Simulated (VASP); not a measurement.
Wanted: the native input for a VASP 6.6.1 run.

```
Task                   : band structure
Functional             : revPBE
Potentials or basis    : VASP PAW PBE potentials, release 64 (Pt, S)
Cutoff                 : 520 eV
k mesh                 : 9 × 9 × 5
Occupations            : fermi-dirac, width 0.05 eV
Spin                   : no spin polarisation
Further INCAR settings : ALGO = Fast; EDIFF = 1e-07
```

The structure of PtS2 lies in POSCAR:

```
PtS2
1.0
    3.5432000000      0.0000000000      0.0000000000
   -1.7716000000      3.0685012107      0.0000000000
    0.0000000000      0.0000000000      5.0388000000
Pt S
1 2
Direct
    0.0000000000      0.0000000000      0.0000000000
    0.6666666667      0.3333333333      0.7730000000
    0.3333333333      0.6666666667      0.2270000000
```

These files were run (other wordings do the same):

INCAR

```
PREC = Accurate ; ENCUT = 520
EDIFF = 1E-7 ; ISMEAR = -1
SIGMA = 0.05 ; LREAL = F
LASPH = T ; NELM = 100
ALGO = Fast ; ISIF = 2
LWAVE = F ; LCHARG = F
LMAXMIX = 4 ; GGA = RE
```

KPOINTS

```
Automatic mesh
0
Gamma
  9 9 5
```

KPOINTS_OPT

```
path GMKGALHA,LM,KH
10
line-mode
reciprocal
 0.0000000000  0.0000000000  0.0000000000  G
 0.5000000000  0.0000000000  0.0000000000  M

 0.5000000000  0.0000000000  0.0000000000  M
 0.3333333333  0.3333333333  0.0000000000  K

 0.3333333333  0.3333333333  0.0000000000  K
 0.0000000000  0.0000000000  0.0000000000  G

 0.0000000000  0.0000000000  0.0000000000  G
 0.0000000000  0.0000000000  0.5000000000  A

 0.0000000000  0.0000000000  0.5000000000  A
 0.5000000000  0.0000000000  0.5000000000  L

 0.5000000000  0.0000000000  0.5000000000  L
 0.3333333333  0.3333333333  0.5000000000  H

 0.3333333333  0.3333333333  0.5000000000  H
 0.0000000000  0.0000000000  0.5000000000  A

 0.5000000000  0.0000000000  0.5000000000  L
 0.5000000000  0.0000000000  0.0000000000  M

 0.3333333333  0.3333333333  0.0000000000  K
 0.3333333333  0.3333333333  0.5000000000  H
```

Potentials or basis: VASP PAW PBE potentials, release 64 (Pt, S).

Launch:

```console
$ cat potpaw_PBE.64/Pt/POTCAR potpaw_PBE.64/S/POTCAR > POTCAR
$ mpirun -np 1 vasp_std > vasp.out
```

It gave:

- Pressure: 13.0 GPa
- Largest force: 1.251 eV/Å
- Band gap on the k mesh: 1.07 eV, indirect (least direct gap 1.11 eV)
- Band gap along the path: 1.06 eV, indirect (least direct gap 1.61 eV)

Caveat: the PAW data sets were made with another functional, which shifts forces and pressure a little; spin-orbit coupling is left out, which moves the levels of the heavy elements.

Wall time 75 s on 1 thread of Intel(R) Xeon(R) Platinum 8488C (Sapphire Rapids), on a shared host, peak memory 0.22 GiB.
